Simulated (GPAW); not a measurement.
# Cr (P6_3/mmc) in GPAW: equation of state with r2SCAN

Aim: the equation of state of Cr with r2SCAN.

Everything below comes from runs of GPAW 26.7.0. Logs are shortened: lines on timing, memory, paths and dates and some standing lists are left out, and cuts for length are marked. The log counts tension as positive stress, the text compression.

## (1) The crystal as given

Symmetry: P6_3/mmc, No. 194, hexagonal system. The conventional cell has a = 2.714 Å, b = 2.714 Å, c = 4.410 Å, α = 90.00°, β = 90.00°, γ = 120.00°. Cr (site symmetry -6m2) is surrounded by 12 Cr at 2.71 Å.

This isn't the form of Cr at room conditions, which is bcc.

## (2) Equation of state, r2SCAN, collinear spin, ferromagnetic start

run.py

```python
from ase import Atoms
from ase.eos import EquationOfState
from ase.io import Trajectory
from ase.units import GPa
from ase.parallel import parprint
from gpaw import GPAW, PW

atoms = Atoms(['Cr', 'Cr'],
              cell=[[2.714, 0.0, 0.0],
                    [-1.357, 2.3503929459, 0.0],
                    [0.0, 0.0, 4.41]],
              scaled_positions=[[0.6666666667, 0.3333333333, 0.75],
                                [0.3333333333, 0.6666666667, 0.25]],
              pbc=True)
atoms.set_initial_magnetic_moments([3.0, 3.0])

traj = Trajectory('eos.traj', 'w')
volumes, energies = [], []
for x in [0.94, 0.96, 0.98, 1.0, 1.02, 1.04, 1.06]:
    a = atoms.copy()
    a.set_cell(atoms.cell * x**(1 / 3), scale_atoms=True)
    calc = GPAW(mode=PW(600),
                xc='MGGA_X_R2SCAN+MGGA_C_R2SCAN',
                kpts={'size': (9, 9, 5), 'gamma': True},
                occupations={'name': 'fermi-dirac', 'width': 0.05},
                nbands=17,
                convergence={'density': 1e-05, 'energy': 1e-05},
                maxiter=150,
                txt=f'eos-{x:.2f}.txt')
    a.calc = calc
    energies.append(a.get_potential_energy(force_consistent=True))
    volumes.append(a.get_volume())
    p = -a.get_stress()[:3].mean() / GPa
    calc.write(f'eos-{x:.2f}.gpw')
    traj.write(a)
    parprint(f'{x:.2f} {volumes[-1]:10.4f} A^3 {energies[-1]:14.6f} eV {p:9.3f} GPa', flush=True)

v0, e0, B = EquationOfState(volumes, energies, eos='birchmurnaghan').fit()
parprint(f'V0 = {v0:.4f} A^3, E0 = {e0:.6f} eV, B0 = {B / GPa:.2f} GPa')
```

Potentials or basis: GPAW PAW data sets (gpaw-data 1.2.1), pw.

The run is started by

```sh
$ OMP_NUM_THREADS=1 mpirun -n 4 gpaw python run.py
```

Output:

```text
__  _  _
 | _ |_)|_||  |
 |__||  | ||/\| - 26.7.0

Input parameters:
  mode=PW(ecut=600.0),
  convergence={'density': 1e-05, 'energy': 1e-05},
  kpts=MonkhorstPack(size=(9, 9, 5), gamma=True),
  maxiter=150,
  nbands=17,
  occupations=Occupations(name='fermi-dirac', width=0.05),
  xc=XC(name='MGGA_X_R2SCAN+MGGA_C_R2SCAN')

Diagonalizing LCAO Hamiltonian
Converting LCAO to pw mode

          Cr

        Cr

Atoms  # Å, Bohr magnetons
|   | symbol |         x |        y |        z |    initial magnetic moments |
|---|--------|-----------|----------|----------|-----------------------------|
| 0 |     Cr |  1.329298 | 0.767471 | 3.239981 | ( 0.0000,  0.0000,  3.0000) |
| 1 |     Cr | -0.000000 | 1.534942 | 1.079994 | ( 0.0000,  0.0000,  3.0000) |

Unit cell  # Å
| periodic |         x |        y |        z |  lengths |     angles |
|----------|-----------|----------|----------|----------|------------|
|      yes |  2.658597 | 0.000000 | 0.000000 | 2.658597 |  90.000000 |
|      yes | -1.329298 | 2.302412 | 0.000000 | 2.658597 |  90.000000 |
|      yes |  0.000000 | 0.000000 | 4.319975 | 4.319975 | 120.000000 |

Number of symmetries: 12
Symmetry operations  # r_c * U_cc + t_c -> r_c
|    | kind |            matrix            |
|----|------|------------------------------|
|  0 |  σ   |  1, 1, 0,  0,-1, 0,  0, 0, 1 |
|  1 |  S6  |  1, 1, 0, -1, 0, 0,  0, 0,-1 |
|  2 |  E   |  1, 0, 0,  0, 1, 0,  0, 0, 1 |
|  3 |  C2  |  1, 0, 0, -1,-1, 0,  0, 0,-1 |
|  4 |  C2  |  0, 1, 0,  1, 0, 0,  0, 0,-1 |
|  5 |  C3  |  0, 1, 0, -1,-1, 0,  0, 0, 1 |
|  6 |  S6  |  0,-1, 0,  1, 1, 0,  0, 0,-1 |
|  7 |  σ   |  0,-1, 0, -1, 0, 0,  0, 0, 1 |
|  8 |  σ   | -1, 0, 0,  1, 1, 0,  0, 0, 1 |
|  9 |  i   | -1, 0, 0,  0,-1, 0,  0, 0,-1 |
| 10 |  C3  | -1,-1, 0,  1, 0, 0,  0, 0, 1 |
| 11 |  C2  | -1,-1, 0,  0, 1, 0,  0, 0,-1 |

BZ-sampling:
  Number of BZ points: 405
  Number of IBZ points: 50

  Monkhorst-Pack size: [9, 9, 5]
  Monkhorst-Pack shift: [0, 0, 0]

K-points  # in reciprocal-cell coordinates
|     |                                coordinates |     weight |
|-----|--------------------------------------------|------------|
|   0 | (  0.00000000,   0.00000000,   0.00000000) | 0.00246914 |
|   1 | (  0.00000000,   0.00000000,   0.20000000) | 0.00493827 |
|   2 | (  0.00000000,   0.00000000,   0.40000000) | 0.00493827 |
|   3 | (  0.11111111,   0.00000000,  -0.40000000) | 0.01481481 |
|   4 | (  0.11111111,   0.00000000,  -0.20000000) | 0.01481481 |
|   5 | (  0.11111111,   0.00000000,   0.00000000) | 0.01481481 |
|   6 | (  0.11111111,   0.00000000,   0.20000000) | 0.01481481 |
|   7 | (  0.11111111,   0.00000000,   0.40000000) | 0.01481481 |
|   8 | (  0.22222222,  -0.11111111,   0.00000000) | 0.01481481 |
|   9 | (  0.22222222,  -0.11111111,   0.20000000) | 0.02962963 |
| ... |                                            |            |
|  49 | (  0.44444444,   0.44444444,   0.40000000) | 0.02962963 |

Plane wave coefficients: 894
Cutoff: 600.0 eV

Spin-components: 2 (collinear spins)
Bands:           17
Projectors:      12
Spin-degeneracy: 1
Datatype:        complex128

Parallelization:
  kpt:    4
  domain: 1
  band:   1

Density:
  Valence electrons: 12.0
  Components: 2
  Grid points: [16 16 25]
  Charge: 0.0  # |e|

Potential:
  Grid points: [16 16 25]

species:
  Cr:
    name:    Chromium
    Z:       24.0
    valence: 6
    core:    18
    charge:  0.0  # [|e|]
    compensation charges:
      type: gauss
      rc: 0.35  # [Å]
      lmax: 2
    cutoffs:
      filter: 2.14  # [Å]
      core: 3.04  # [Å]
    projectors
    | kind |    occ | energy [eV] | rcut [Å] |
    |------|--------|-------------|----------|
    |   4s |  1.000 |      -4.007 |    1.164 |
    |   4p |  0.000 |      -0.989 |    1.217 |
    |   3d |  5.000 |      -2.913 |    1.111 |
    |    s |        |      23.205 |    1.164 |
    |    p |        |      26.223 |    1.217 |
    |    d |        |      24.299 |    1.111 |

    Using partial waves for Cr as LCAO basis

Reference energy: -57164.754899  # eV

eigensolver:
  PPCG
  Converge bands: occupied
  niter=2

density mixing:
  MSR1-Mixer
  Pratt-step length: 0.05
  Maximum mixing coefficient: 0.75
  Old densities: 10
  SVD Regularization: 0.005
  Good broyden scale: 1.0
  Trust region scale: 1.0
  Backstep threshold: 4.0
  History deletion threshold: 6.0
  Fourier metric: weight=20.0, sigma=0.015

occupation numbers:
  Fermi-Dirac:
    width: 0.0500  # eV

poisson solver:
  ecut: 4800.0  # eV

xc functional:
  name: MGGA_X_R2SCAN+MGGA_C_R2SCAN with 2 nearest neighbor stencil

convergence criteria:
- Maximum integral of absolute [dens]ity change: 1e-05 electrons / valence electron
- Maximum [total energy] change in last 3 cyles: 1e-05 eV / valence electron
- Maximum integral of absolute [eigenst]ate change: 4e-08 eV^2 / valence electron
maximum number of iterations: 150

SCF iterations
|iter     | |      energy | eigst |  dens |  magmom |
|---------|-|-------------|-------|-------|---------|
|iter:   1| |  -25.024497 | +0.06 |       |  +5.9956|
|iter:   2| |  -26.126265 | -0.82 | -0.72 |  +5.9190|
|iter:   3| |  -26.893985 | -1.04 | -0.72 |  +4.8876|
|iter:   4| |  -27.095123 | -1.40 | -1.04 |  +4.0609|
|iter:   5| |  -27.117249 | -1.96 | -1.57 |  +3.7958|
|iter:   6| |  -27.121285 | -2.41 | -2.08 |  +3.7249|
|iter:   7| |  -27.122864 | -2.82 | -2.44 |  +3.7356|
|iter:   8| |  -27.123200 | -3.36 | -2.97 |  +3.7286|
|iter:   9| |  -27.123392 | -3.69 | -3.04 |  +3.7329|
|iter:  10| |  -27.123474 | -4.05 | -3.34 |  +3.7376|
|iter:  11| |  -27.123484c| -4.94 | -3.48 |  +3.7340|
|iter:  12| |  -27.123496c| -5.12 | -3.84 |  +3.7344|
|iter:  13| |  -27.123498c| -5.92 | -4.61 |  +3.7342|
|iter:  14| |  -27.123498c| -6.59 | -4.83 |  +3.7343|
|iter:  15| |  -27.123499c| -6.65 | -4.94 |  +3.7343|
|iter:  16| |  -27.123499c| -7.63c| -5.26c|  +3.7344|

Converged in 16 steps
Energy contributions relative to reference atoms: (reference = -57164.754899)

Energy contributions:
  Kinetic:         -33.470643
  Coulomb:          22.027314
  Zero:              0.295422
  External:          0.000000
  Xc:              -15.968623
  Entropy:          -0.013938
  Spinorbit:         0.000000
  ----------------------------
  Free energy:     -27.130468
  Extrapolated:    -27.123499

dipole moment: (0.000014, 0.000025, 0.000047)  # |e|*Ang

Total magnetic moment: (0.000000, 0.000000, 3.734392)

Local magnetic moments
|        x |        y |        z |
|----------|----------|----------|
| 0.000000 | 0.000000 | 1.707267 |  # Cr   0
| 0.000000 | 0.000000 | 1.707267 |  # Cr   1

Fermi level: 9.475
Eigenvalues  # (at kpt = [0.000, 0.000, 0.000])
| band index |      eig [eV] | occ [0-1] |      eig [eV] | occ [0-1] |
|------------|---------------|-----------|---------------|-----------|
|          0 |         1.444 |     1.000 |         1.803 |     1.000 |
|          1 |         5.033 |     1.000 |         6.247 |     1.000 |
|          2 |         8.079 |     1.000 |         9.884 |     0.000 |
|          3 |         8.084 |     1.000 |        10.052 |     0.000 |
|          4 |         8.084 |     1.000 |        10.200 |     0.000 |
|          5 |         8.479 |     1.000 |        10.202 |     0.000 |
|          6 |         8.479 |     1.000 |        10.674 |     0.000 |
|          7 |         8.817 |     1.000 |        10.677 |     0.000 |
|          8 |         8.817 |     1.000 |        11.411 |     0.000 |
|          9 |         9.595 |     0.083 |        11.411 |     0.000 |
|         10 |        10.197 |     0.000 |        12.829 |     0.000 |
|         11 |        10.197 |     0.000 |        12.829 |     0.000 |
|         12 |        17.107 |     0.000 |        18.773 |     0.000 |
|        ... |               |           |               |           |
|         16 |        18.709 |     0.000 |        20.579 |     0.000 |

No gap
No difference between direct/indirect transitions

Stress tensor  # eV/Ang^3
|        x |        y |        z |
|----------|----------|----------|
| 0.053049 | 0.000000 | 0.000000 |
| 0.000000 | 0.053049 | 0.000000 |
| 0.000000 | 0.000000 | 0.086817 |

# Writing to eos-0.94.gpw (mode='')
```

Wall time 2.9 min (4 MPI ranks of Arm Neoverse V2, shared host); peak memory 0.61 GiB.

What came out:

| Property | Result |
| --- | --- |
| Equilibrium volume | 12.58 Å³/atom (rough: see the caveat) |
| Bulk modulus at fixed shape and positions | 233 GPa (rough) |

Energy against volume, from the lowest point:
| volume (Å³/atom) | energy (meV/atom) |
| --- | --- |
| 13.222 | 0.00 |
| 13.503 | 19.09 |
| 13.784 | 42.36 |
| 14.066 | 69.12 |
| 14.347 | 98.56 |
| 14.628 | 129.59 |
| 14.910 | 161.88 |

Caveat: the fit is doubtful: noisy points or a state that changes with volume; the minimum lies outside the volumes run; the cell was scaled at fixed shape and fractional positions, which overstates the stiffness of a crystal with free parameters, most of all of layers and chains; the PAW data sets were made with another functional, which shifts forces and pressure a little.
